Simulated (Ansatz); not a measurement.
## Pd (bcc): energy against volume

Computed with DFT, PBE, plane waves (420 eV) with PAW, scalar-relativistic in Ansatz 0.2.0.

The cell is scaled uniformly from the relaxed one, with fractional coordinates and shape fixed. Energies are extrapolated to zero smearing, pressures are those at the given smearing. Magnetic state: non-magnetic.

A Birch-Murnaghan fit gives V₀ = 15.43 Å³/atom, B₀ = 164 GPa, B₀′ = 5.5.

Problem. What are the energy above the minimum and the pressure at 13.606 Å³/atom?

Solution. 146.1 meV/atom and 29.38 GPa as computed.

Problem. What are the energy above the minimum and the pressure at 14.843 Å³/atom?

Solution. 12.6 meV/atom and 7.26 GPa as computed.

Problem. What are the energy above the minimum and the pressure at 16.698 Å³/atom?

Solution. 44.8 meV/atom and -10.31 GPa as computed.
